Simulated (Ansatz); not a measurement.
System: TlCl (CsCl type), 2 atoms in the cell.

```
Tl Cl
1.0
     3.90000    0.00000    0.00000
     0.00000    3.90000    0.00000
     0.00000    0.00000    3.90000
Tl Cl
1 1
Direct
  0.00000 0.00000 0.00000
  0.50000 0.50000 0.50000
```

Method: HSE06, plane waves, all-electron PAW datasets generated for the crystal, point nucleus (Ansatz 0.2.0 development build).

Cutoff 270 eV; exchange singularity: regularized; k-mesh 6×6×6 Γ-centred; Fermi–Dirac smearing of 0.02 eV; no spin polarisation; no spin–orbit coupling.

Task: How large is the gap on this mesh, is it direct, and where do the band edges lie (fractions of the reciprocal vectors of this cell)?

Result: 2.99 eV, direct at (0.000, 0.000, -0.500).

Task: List the levels near the gap at (0.000, 0.000, 0.000), (0.000, 0.000, 0.333), (0.000, 0.000, -0.500), (0.000, 0.167, -0.500), (0.167, 0.167, 0.333), in eV from the top of the valence band (v1 is the highest filled band, c1 the lowest empty one).

Result: 
```
                     k     v4     v3     v2     v1    c1    c2
 (0.000, 0.000, 0.000)  -4.56  -1.63  -1.63  -1.63  8.80  8.80
 (0.000, 0.000, 0.333)  -5.32  -1.33  -1.33  -0.61  4.20  7.90
(0.000, 0.000, -0.500)  -5.55  -1.23  -1.23   0.00  2.99  7.60
(0.000, 0.167, -0.500)  -5.27  -1.80  -1.21  -0.45  3.71  6.88
 (0.167, 0.167, 0.333)  -4.92  -2.09  -1.63  -0.52  4.84  6.35
```

A gap read on the mesh is an upper bound of this method's gap, since the mesh can miss a band edge. Spin–orbit coupling is left out; with heavy elements it can shift the gap and split levels by tenths of an eV.
